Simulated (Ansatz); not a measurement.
The same calculation of FeCo, space group Pm-3m as a Python script and as an input file (the Ansatz DFT code, driven from Python).

The script, `deck.py`:
```python
import ansatz as az


def main() -> None:
    config = {
        "crystal": {
            "lattice": [[2.857, 0.0, 0.0], [0.0, 2.857, 0.0], [0.0, 0.0, 2.857]],
            "atoms": [
                {"symbol": "Fe", "position": [0.5, 0.5, 0.5], "spin": 2.4},
                {"symbol": "Co", "position": [0.0, 0.0, 0.0], "spin": -1.8},
            ],
        },
        "magnetization": {"spin_polarized": True},
        "kpoints": {"mp_grid": {"grid": [8, 8, 8]}},
        "hamiltonian": {"xc": "pbe"},
        "scf": {
            "occupations": {"method": "cold", "width": 0.15},
            "lower_state_search": "light",
        },
        "output": {"forces": True},
    }

    planned = az.Session.from_dict(config).plan(threads=1, pin="off")
    outcome = planned.execute()
    data = outcome.report

    for key in ("converged", "n_iterations", "n_electrons", "n_kpoints", "n_pw", "n_symmetry_ops", "free_energy_ev", "fermi_energy_ev"):
        print(f"{key:18s} {data[key]}")

    print("forces (eV/A)")
    for site, force in zip(outcome.lattice.sites, data["forces_ev_ang"]):
        print(f"  {site.symbol:2s} {force[0]:9.4f} {force[1]:9.4f} {force[2]:9.4f}")

    print(f"net moment {data['magnetization_mub']:.3f} muB, absolute {data['absolute_magnetization_mub']:.3f} muB")
    for index, (site, m) in enumerate(zip(outcome.lattice.sites, data["site_moments_mub"])):
        print(f"  {index:2d} {site.symbol:2s} {m:7.3f}")

    used = data["setup"]
    print("cutoffs (eV):", used["ecut_ev"], used["ecutrho_ev"], " FFT grid:", used["fft_dense"])
    print("cell volume {:.3f} A^3, {} symmetry operations".format(used["cell_volume_ang3"], used["n_sym_ops"]))

    terms = data["components"]
    print({name: round(terms[name], 3) for name in ("e_kinetic", "e_hartree", "e_xc", "e_local", "e_nonlocal")})


if __name__ == "__main__":
    main()
```

```console
$ python deck.py
DeckWarning: basis.ecutwfc = 420 eV, auto-derived from the records' recommended cutoffs: set by Fe (normal level)
RunWarning: the starting moments were not kept: 1 of 2 ended reversed and 1 kept their direction, counting a site from 0.1 μB. The largest reversed, site 1 (counted from 0, in the order of the [...]
converged          True
n_iterations       17
n_electrons        33.0
n_kpoints          35
n_pw               461
n_symmetry_ops     48
free_energy_ev     -9606.768991854207
fermi_energy_ev    18.0374935816636
forces (eV/A)
  Fe    0.0000   -0.0000   -0.0000
  Co   -0.0000    0.0000   -0.0000
net moment 4.640 muB, absolute 4.883 muB
   0 Fe   2.872
   1 Co   1.860
cutoffs (eV): 420.0 1680.0  FFT grid: [20, 20, 20]
cell volume 23.320 A^3, 48 symmetry operations
{'e_kinetic': 799.626, 'e_hartree': 2105.771, 'e_xc': -275.806, 'e_local': -5032.599, 'e_nonlocal': 674.69}
```
(Warnings from the package without file and line, shortened, repeats left out.)

`input.yaml`:
```yaml
crystal:
  lattice:
    - [2.857, 0.0, 0.0]
    - [0.0, 2.857, 0.0]
    - [0.0, 0.0, 2.857]
  atoms:
    - { symbol: Fe, position: [0.5, 0.5, 0.5], spin: 2.4 }
    - { symbol: Co, position: [0.0, 0.0, 0.0], spin: -1.8 }
magnetization:
  spin_polarized: true
kpoints:
  mp_grid: { grid: [8, 8, 8] }
hamiltonian:
  xc: pbe
scf:
  occupations: { method: cold, width: 0.15 }
  lower_state_search: light
output:
  forces: true
```

The program run on that file:
```console
$ ansatz run input.yaml --threads 1 --pin off --max-ram 3072MiB --backend cpu --events-out ev --progress --plain --runs-dir out
Engine: ansatz 0.2.0, aarch64-unknown-linux-gnu
Pseudopotentials: kind: paw
Pseudopotential: Fe, paw, valence charge 16, recommended cutoff 420 eV (normal), Fe.paw.azcp
Pseudopotential: Co, paw, valence charge 17, recommended cutoff 420 eV (normal), Co.paw.azcp
Functional definition: PBE
  parameter kappa = 0.804
  parameter beta = 0.06672455060314922
  exchange = pbe_x(kappa = kappa, mu = beta*pi^2/3)
  correlation = pbe_c(beta = beta)
Crystal: 2 atoms, lattice volume = 23.320 Å³
Basis set: ecut = 420 eV, 461 PW (Γ), exchange–correlation on 40×40×40 points (8 copies of the dense FFT grid, shifted against one another)
Bands: 23, of which v1, the nominal top of the filled ones, is band 17 counted from 1 (16 counted from 0)
Symmetry: 48 space group operations
Space group: Pm-3m (ITA 221), of the structure as read, at distance tolerance 2.9e-5 Å
Magnetic group: BNS 221.92 (UNI 1594), of the structure as read, at distance tolerance 2.9e-5 Å
k-points: 35 of 512
Non-local potential: Fe, projectors of the file, l = 0: 3, l = 1: 2, l = 2: 3, l = 3: 1
Non-local potential: Co, projectors of the file, l = 0: 3, l = 1: 2, l = 2: 3, l = 3: 1
PAW form: soft (Blöchl's): semilocal exchange-correlation on the pseudo side does not see the compensation charge
PAW one-centre angular grid: Fe, 590 points (default); XC on 64 Gauss nodes
PAW one-centre angular grid: Co, 590 points (default); XC on 64 Gauss nodes
Initial density: superposition of atomic densities (chi_scale 0.1, normalization cell)
Starting moments: Σ|m| = 4.2 μB on 2 of 2 sites
Initial wavefunctions: pseudopotential atomic-orbital guess
Functional: x = pbe(κ = 0.804, μ = 0.2195149727645171), c = pbe(β = 0.06672455060314922)
SCF iter   1: F=—  HF=-9608.486551 eV  |F-HF|=—  |Δ(HF+E_count)|=         —  Δρ=4.03e-1 (↑3.08e-1 ↓4.03e-1)  dr2=2.02e0  dr2_m=2.67e1  M=4.464 μB ∫|m|=4.515 μB  β_m=0.30  ethr=3.10e-3  ⟨swp⟩=4.7  Hψ=5893  notcnv=0
Mixer restart at iter 1: flushing history
preconditioner: auto → none  [metal: Δε(μ)=0.023 eV  Ē_g=8.473 eV  σ=0.150 eV  W_gap=0.09  n_scr=6 (ndim 8)  ℏωp=31.7 eV  f_vac=0.000  D(μ)=1.53/eV (n_scr^D=18)  sad-step TF]
SCF iter   2: F=—  HF=-9606.888473 eV  |F-HF|=—  |Δ(HF+E_count)|=         —  Δρ=2.69e-1 (↑2.56e-1 ↓2.69e-1)  dr2=2.34e-1  dr2_m=1.46e1  M=4.593 μB ∫|m|=4.686 μB  β_m=0.30  ethr=3.10e-3  ⟨swp⟩=2.1  Hψ=2835  notcnv=0  defer=71
Mixer restart at iter 2: flushing history
SCF iter   3: F=—  HF=-9606.635017 eV  |F-HF|=—  |Δ(HF+E_count)|=   2.53e-1  Δρ=1.95e-1 (↑1.95e-1 ↓1.89e-1)  dr2=1.93e-2  dr2_m=7.85e0  M=4.621 μB ∫|m|=4.748 μB  β_m=0.65  ethr=7.08e-4  ⟨swp⟩=2.3  Hψ=2541  notcnv=0  defer=74
SCF iter   4: F=—  HF=-9607.740356 eV  |F-HF|=—  |Δ(HF+E_count)|=    1.11e0  Δρ=9.23e-2 (↑9.23e-2 ↓6.45e-2)  dr2=4.11e0  dr2_m=5.41e-2  M=4.593 μB ∫|m|=4.781 μB  β_m=0.46  ethr=5.85e-5  ⟨swp⟩=3.3  Hψ=4982  notcnv=0  defer=66
SCF iter   5: F=—  HF=-9606.787125 eV  |F-HF|=—  |Δ(HF+E_count)|=   9.53e-1  Δρ=1.81e-2 (↑1.06e-2 ↓1.81e-2)  dr2=1.32e-1  dr2_m=4.40e-3  M=4.623 μB ∫|m|=4.856 μB  β_m=0.38  ethr=5.85e-5  ⟨swp⟩=3.6  Hψ=4899  notcnv=0  defer=74
SCF iter   6: F=—  HF=-9606.773469 eV  |F-HF|=—  |Δ(HF+E_count)|=   1.37e-2  Δρ=4.06e-3 (↑3.79e-3 ↓4.06e-3)  dr2=9.16e-3  dr2_m=6.07e-4  M=4.629 μB ∫|m|=4.860 μB  β_m=0.45  ethr=5.85e-5  ⟨swp⟩=2.0  Hψ=3547  notcnv=0  defer=88
SCF iter   7: F=—  HF=-9606.773713 eV  |F-HF|=—  |Δ(HF+E_count)|=   2.44e-4  Δρ=2.39e-3 (↑2.39e-3 ↓1.56e-3)  dr2=2.15e-3  dr2_m=2.71e-4  M=4.625 μB ∫|m|=4.862 μB  β_m=0.72  ethr=2.78e-5  ⟨swp⟩=1.0  Hψ=1638  notcnv=0  defer=88
SCF iter   8: F=—  HF=-9606.774455 eV  |F-HF|=—  |Δ(HF+E_count)|=   7.42e-4  Δρ=4.87e-4 (↑1.89e-4 ↓4.87e-4)  dr2=3.14e-5  dr2_m=1.94e-5  M=4.621 μB ∫|m|=4.866 μB  β_m=0.86  ethr=6.50e-6  ⟨swp⟩=2.0  Hψ=2009  notcnv=0  defer=88
SCF iter   9: F=—  HF=-9606.774475 eV  |F-HF|=—  |Δ(HF+E_count)|=   2.06e-5  Δρ=3.58e-5 (↑2.69e-5 ↓3.58e-5)  dr2=5.15e-7  dr2_m=1.31e-7  M=4.620 μB ∫|m|=4.867 μB  β_m=0.80  ethr=9.52e-8  ⟨swp⟩=2.0  Hψ=2455  notcnv=0  defer=88
SCF iter  10: F=—  HF=-9606.768958 eV  |F-HF|=—  |Δ(HF+E_count)|=         —  Δρ=1.28e-3 (↑7.20e-4 ↓1.28e-3)  dr2=1.24e-4  dr2_m=1.97e-4  M=4.638 μB ∫|m|=4.880 μB  β_m=0.80  ethr=1.56e-9  ⟨swp⟩=2.4  Hψ=2559  notcnv=0  defer=88
Mixer restart at iter 10: flushing history
iteration 10: the input's own smearing fills from here on; a Gaussian of 0.15 eV has filled iterations ahead of it
SCF iter  11: F=—  HF=-9606.769680 eV  |F-HF|=—  |Δ(HF+E_count)|=   7.22e-4  S|Δr|=    0.00e0  Δρ=6.01e-3 (↑1.77e-3 ↓6.01e-3)  dr2=1.25e-2  dr2_m=1.07e-3  M=4.637 μB ∫|m|=4.880 μB  β_m=0.19  ethr=1.56e-9  ⟨swp⟩=3.7  Hψ=3939  notcnv=0  defer=88  recentre
SCF iter  12: F=—  HF=-9606.769068 eV  |F-HF|=—  |Δ(HF+E_count)|=   6.12e-4  S|Δr|=    0.00e0  Δρ=2.65e-3 (↑9.33e-4 ↓2.65e-3)  dr2=2.02e-3  dr2_m=3.34e-4  M=4.639 μB ∫|m|=4.881 μB  β_m=0.09  ethr=1.56e-9  ⟨swp⟩=3.9  Hψ=4120  notcnv=0  defer=88
SCF iter  13: F=—  HF=-9606.768972 eV  |F-HF|=—  |Δ(HF+E_count)|=   9.58e-5  S|Δr|=    0.00e0  Δρ=8.00e-4 (↑5.30e-4 ↓8.00e-4)  dr2=2.27e-5  dr2_m=9.12e-5  M=4.639 μB ∫|m|=4.881 μB  β_m=0.08  ethr=1.56e-9  ⟨swp⟩=3.0  Hψ=3285  notcnv=0  defer=88
SCF iter  14: F=—  HF=-9606.768984 eV  |F-HF|=—  |Δ(HF+E_count)|=   1.14e-5  S|Δr|=    0.00e0  Δρ=4.12e-4 (↑3.76e-4 ↓4.12e-4)  dr2=9.36e-7  dr2_m=3.25e-5  M=4.639 μB ∫|m|=4.881 μB  β_m=0.38  ethr=1.56e-9  ⟨swp⟩=2.1  Hψ=2676  notcnv=0  defer=88
SCF iter  15: F=—  HF=-9606.768992 eV  |F-HF|=—  |Δ(HF+E_count)|=   7.99e-6  S|Δr|=    0.00e0  Δρ=1.08e-4 (↑2.73e-5 ↓1.08e-4)  dr2=2.19e-6  dr2_m=7.67e-7  M=4.640 μB ∫|m|=4.883 μB  β_m=0.69  ethr=1.56e-9  ⟨swp⟩=2.0  Hψ=2626  notcnv=0  defer=88
SCF iter  16: F=—  HF=-9606.768992 eV  |F-HF|=—  |Δ(HF+E_count)|=   2.38e-7  S|Δr|=    0.00e0  Δρ=1.14e-4 (↑2.60e-5 ↓1.14e-4)  dr2=3.43e-6  dr2_m=5.47e-7  M=4.640 μB ∫|m|=4.883 μB  β_m=0.84  ethr=1.56e-9  ⟨swp⟩=1.1  Hψ=1538  notcnv=0  defer=88
SCF iter  17: F=-9606.768992 eV  HF=-9606.768992 eV  |F-HF|=6.56e-9  |Δ(HF+E_count)|=   1.51e-7  S|Δr|=    0.00e0  Δρ=4.74e-6 (↑2.18e-6 ↓4.74e-6)  dr2=7.12e-9  dr2_m=1.05e-9  M=4.640 μB ∫|m|=4.883 μB  ethr=3.03e-10  ⟨swp⟩=3.0  Hψ=5407  notcnv=0
SCF 1 converged in 17 iterations: F = -9606.768992 eV  dr2 = 7.12e-9
  greatest PAW one-centre occupation: 1.002 electrons in one spin orbital (limit 2), on the Fe atom at site 0 (counted from 0), in its partial waves of l = 1
this state was not tested for a lower state beside it, because cold or Methfessel-Paxton smearing, or corrected tetrahedra, fill the levels in a way that the test cannot read (fill_not_monotonic; see scf.lower_state_search)
SCF converged after 17 iterations
Magnetization: 4.6405 μB (18.8202 up, 14.1798 down)
Absolute magnetization: 4.8834 μB (∫|ρ↑−ρ↓|, with the PAW one-centre terms)
Spin contamination: 0.0773 ħ² per cell (⟨S²⟩ above its minimum at these occupations)
Per-site moments (μB) at R_I (Å): [(2.8716119715602044, 1.0206217636775083), (1.860070375557111, 1.0206217636775083)]
Free energy (F): -9606.768992 eV
Harris-Foulkes:  -9606.768992 eV  (|F-HF|=6.56e-9)
Internal energy: -9606.768188 eV  (E = F + TS)
E sigma→0 (E₀):  -9606.768724 eV
Entropy (-TS):   -0.000803 eV (-0.402 meV/atom)
Fermi energy:    18.037494 eV
--- Per-component energies (eV) ---
  E_band       = -490.295591
  E_kinetic    = 799.625936
  E_local      = -5032.599038  (includes V_loc(G=0)·N_el)
  E_nonlocal   = 674.689626
  E_hartree    = 2105.770955
  E_xc         = -275.805964
  E_vxc        = -355.501698  (∫ρ·V_xc dr)
  E_paw        = -2882.221315  (= ΣΔE_a)
  E_vpaw       = -788.057186  (= ΣTr[D̂ρ^β])
  E_aug_tail   = 0.000762  (compensation charges beyond the density's cutoff)
  E_ewald      = -4996.229151
  E_smearing   = -0.000803  (= −TS)
  E_closure    = 0.000000  (closes the sum)
  Σ components = -9606.768992   (vs F -9606.768992, Δ=0.00e0)
--- Forces (eV/Å), atoms counted from 1 ---
  atom   1  Fe     0.00000000    -0.00000000    -0.00000000
  atom   2  Co    -0.00000000     0.00000000    -0.00000000
  max |Σ_I F_I| component: 2.48e-29 eV/Å
```

Reading the output:
- The settings weren't tested for convergence.
- The SCF didn't keep the moments it started from (some shrank, vanished or turned); what is printed is the state reached.
- The energy terms are those on the plane-wave grid, with the one-centre PAW part apart; the terms shown are only some of the summands, so they needn't add up to F.
- For a metal this k-point mesh is coarse: on a finer one energies can move by several to tens of meV an atom and pressures by half a GPa or more, differences at one mesh by less.
- Only differences from the Fermi energy are physical; the zero of the scale is a convention.
- The structure is a deposited one; some such entries were measured under pressure or heat, so a shift against it needn't be the functional's error alone.
- The whole script took 4.9 s on 1 thread of Arm Neoverse V2 (shared host), peak memory 0.38 GiB.

(Lines on the test bed's own set-up are left out of the output.)
